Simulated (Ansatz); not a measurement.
Deforming Cr

```
CELL_PARAMETERS angstrom
-1.44195 1.44195 1.44195
1.44195 -1.44195 1.44195
1.44195 1.44195 -1.44195
ATOMIC_POSITIONS crystal
Cr 0.00000 0.00000 0.00000
```

The geometry is COD entry 5000220, unchecked; take it as a test cell.

The calculation used DFT, PBE, all-electron PAW with datasets made for the crystal, scalar-relativistic (Ansatz 0.2.0).

Numerical set-up: a Γ-centred 18×18×18 k mesh, Fermi–Dirac smearing of 0.08 eV, cutoff 320 eV (chosen by the program for this cell), spin-polarised from start moments Cr 3 μB (the moments died away, and the run ended non-magnetic).

The unchanged cell is at -8.90 GPa, so energy changes include a term −P ΔV where the volume moves.

In a metal, stresses and small energies carry noise from the k mesh.

x, y and z are the Cartesian axes of the cell as listed; fractional coordinates follow a strain, and an engineering shear is twice the off-diagonal strain component.

Question: With this change (x and y strained by +1 %, z held), what becomes of the energy and stress?

Answer: Energy change +17 meV/atom; stress change (xx, yy, zz, yz, xz, xy) -5.15, -5.15, -2.17, 0.00, 0.00, 0.00 GPa, compression positive.

Question: With this change (x and y strained by -2 %, z held), what becomes of the energy and stress?

Answer: Energy change -9 meV/atom; stress change (xx, yy, zz, yz, xz, xy) 12.01, 12.01, 5.20, 0.00, 0.00, 0.00 GPa, compression positive.

With equal xy, yz and zx engineering shear strains of -3 %: energy change +9 meV/atom; stress change (xx, yy, zz, yz, xz, xy) 0.39, 0.39, 0.39, 2.88, 2.88, 2.88 GPa, compression positive.

With equal xy, yz and zx engineering shear strains of -1 %: energy change under 1 meV/atom; stress change (xx, yy, zz, yz, xz, xy) 0.04, 0.04, 0.04, 0.89, 0.89, 0.89 GPa, compression positive.

Question: With this change (equal xy, yz and zx engineering shear strains of +2 %), what becomes of the energy and stress?

Answer: Energy change +4 meV/atom; stress change (xx, yy, zz, yz, xz, xy) 0.17, 0.17, 0.17, -1.71, -1.71, -1.71 GPa, compression positive.

With equal xy, yz and zx engineering shear strains of -2 %: energy change +4 meV/atom; stress change (xx, yy, zz, yz, xz, xy) 0.17, 0.17, 0.17, 1.85, 1.85, 1.85 GPa, compression positive.

Question: With this change (equal xy, yz and zx engineering shear strains of +1 %), what becomes of the energy and stress?

Answer: Energy change under 1 meV/atom; stress change (xx, yy, zz, yz, xz, xy) 0.04, 0.04, 0.04, -0.86, -0.86, -0.86 GPa, compression positive.

Question: With this change (equal xy, yz and zx engineering shear strains of +3 %), what becomes of the energy and stress?

Answer: Energy change +8 meV/atom; stress change (xx, yy, zz, yz, xz, xy) 0.37, 0.37, 0.37, -2.53, -2.53, -2.53 GPa, compression positive.
